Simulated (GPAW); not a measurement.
Runs of GPAW 26.7.0 on CO2. The structure is tetragonal, space group I-42d (No. 122). The conventional cell has a = 3.949 Å, b = 3.949 Å, c = 6.028 Å, α = 90.00°, β = 90.00°, γ = 90.00°. O (site symmetry 2) is surrounded by 2 C at 1.40 Å. C (site symmetry -4) is surrounded by 4 O at 1.40 Å. The cell comes from a database or a generator and needn't be the stable form of this composition.

| task | level | potentials or basis | cell | k mesh | cutoff (eV) | smearing | band path | band points | data set | response ecut | response k mesh | mesh quality | gap on the mesh (eV) | pressure (GPa) | largest force (eV/Å) |
| --- | --- | --- | --- | --- | --- | --- | --- | --- | --- | --- | --- | --- | --- | --- | --- |
| band structure | LDA | JTH PAW 2.0, LDA, pw | as given | 6 × 6 × 6 | 800 | fermi-dirac 0.05 eV | GXYSGZS1NPY1Z,XP | 100 | C jth, O jth | - | - | coarse | (a) | -15.3 | (b) |
| band structure | r2SCAN | GPAW PAW data sets (gpaw-data 1.2.1), pw | as given | 6 × 6 × 6 | 800 | fermi-dirac 0.05 eV | GXYSGZS1NPY1Z,XP | 100 | - | - | - | not flagged | 8.49 | (c) | 0.22 |
| dielectric tensor | LDA | the program's PAW data sets (release 1.2.1) made for this functional, pw | as given | 8 × 8 × 8 | 600 | fermi-dirac 0.001 eV | - | - | - | 80 eV | 10 × 10 × 10 | not flagged | 7.45 | - | - |
| relaxation of cell and atoms | r2SCAN+D3(BJ) | GPAW PAW data sets (gpaw-data 1.2.1), pw | relaxed | 6 × 6 × 6 | 800 | fermi-dirac 0.05 eV | - | - | - | - | - | coarse | 8.56 | -0.1 | - |

Alike in all rows: no spin polarisation.

**Question.** Estimate the missing entries.

**Answer.** (a) 7.40; (b) 0.61; (c) -7.5.

Caveats: the PAW data sets were made with another functional, which shifts forces and pressure a little (some runs); the program truncates these outside data sets (some runs); so large a pressure means that the cell lies far from this level's equilibrium, or that cutoff or potentials fall short (some runs); the long-wavelength limit can be off by a per cent or two (some runs); later steps reuse the first step's grids (some runs).

A k mesh can miss the band edges.

Not every run made on this cell is shown here.
